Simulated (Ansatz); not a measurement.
Zr under changes of volume

One of the cells (23.281 Å³/atom); the others are scaled copies at fixed shape and fractional positions:

```
Zr
1.0
     3.23200    0.00000    0.00000
    -1.61600    2.79899    0.00000
     0.00000    0.00000    5.14700
Zr
2
Direct
  0.66667 0.33333 0.75000
  0.33333 0.66667 0.25000
```

```yaml
Program: Ansatz 0.2.0
Functional: PBE
Potentials_or_basis: Ansatz PAW earlier set
Cutoff: "420 eV (not typed: the program's choice for these potentials)"
k_mesh: 9 × 9 × 5
Occupations: fermi-dirac, width 0.05 eV
Spin: no spin polarisation
```

```tsv
volume (Å³/atom)	energy over the lowest point (meV/atom)	pressure (GPa)
21.884	32.01	7.1
22.350	14.96	4.7
22.815	4.46	2.5
23.281	0.00	0.5
23.746	?	?
24.212	7.37	-3.0
24.678	18.38	-4.6
```

Task: What does the run at 23.746 Å³/atom give?

Result: Energy over the lowest point 1.11 meV/atom; pressure -1.3 GPa.

Worked out: A Birch-Murnaghan fit of order 3 (a polynomial in V^(-2/3)) to the other rows has its minimum at 23.42 Å³/atom with B0 = V·E''(V) = 94 GPa and B' = 3.0 at fixed shape and positions, which overstates the stiffness. It gives 1.11 meV/atom at 23.746 Å³/atom, against the run's 1.11, and -dE/dV = -1.3 GPa, against -1.3.

Energies are extrapolated to zero smearing.
